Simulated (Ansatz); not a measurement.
Forms of Si₄Ge: one energy to predict

All numbers below come from DFT PBE, scalar-relativistic, plane waves, PAW (Ansatz). Settings: cutoff 420 eV, Γ-centred meshes spaced at most about 0.3 Å⁻¹, and about 0.25 Å⁻¹ or finer for metals (2π included), Gaussian smearing. No spin polarisation.

All energies are static (0 K, no zero-point motion). Rows are sorted by volume; energies count from the lowest form computed. Coordination counts Si atoms around Ge (those within 1.25 times the shortest such distance or 1.15 times the sum of covalent radii; a plus sign parts nearer from farther groups; the shortest distance is added where it is long for a bond). The table shows 6 of 8 forms computed.

```tsv
row	form	source	atoms	coordination	V (Å³/atom)	gap on mesh (eV)	ΔE (meV/atom)
1	I4/mmm	invented	5	Ge 8 from 3.1 Å	15.7	0	?
2	I4/m	invented	5	Ge 4+8 from 2.7 Å	16.0	0	451
3	Im-3m	invented	5	Ge 8	19.1	0	811
4	I4_1/a	invented	10	Ge 4	21.0	0.72	0
5	R-3m	invented	10	Ge 3	21.0	0.51	2
6	R-3m	invented	10	Ge 1	21.1	0.36	3
```

The cell of row 1:

```
CELL_PARAMETERS angstrom
-1.36458 1.36458 10.51022
1.36458 -1.36458 10.51022
1.36458 1.36458 -10.51022
ATOMIC_POSITIONS crystal
Si 0.70468 0.70468 0.00000
Si 0.11330 0.11330 0.00000
Si 0.88670 0.88670 0.00000
Si 0.29532 0.29532 0.00000
Ge 0.50000 0.50000 0.00000
```

**Question.** How far above the lowest form does the open row lie?

**Answer.** 0.51 eV/atom, which puts it above row 2 and below row 3. Counting Si atoms around Ge, row 1 has Ge 8 from 3.1 Å and the lowest form (row 4) has Ge 4.

An observed structure of this formula, if there is one, may be missing.

Kohn–Sham gaps at this level usually fall short of measured ones. Cells relaxed within their symmetry can be saddle points. Some candidate types were left out of the draw beforehand, so a known form may be missing.

The three semiconducting forms are nearly degenerate, while the three gapless ones lie several hundred meV/atom higher. Silicon and germanium both favour four directional sp³ bonds, which fill bonding states and leave the antibonding ones empty; denser packing gives up much of that gain. Density alone doesn't set the penalty, since the Im-3m form is the least dense of the gapless three yet the highest in energy. In the I4/mmm cell, germanium's nearest neighbours are other Ge atoms in a square layer, with silicon farther away, so its eight Si contacts are not eight full bonds.

The low-energy forms have volumes typical of a diamond-like network and probably differ mainly in how Ge is distributed over it. Equal valence and similar size make such rearrangements cheap, in keeping with the known solid solution of the two elements. Splittings of 2 to 3 meV/atom therefore don't establish a preference for long-range order, and without the energies of elemental Si and Ge, stability against separation remains open.
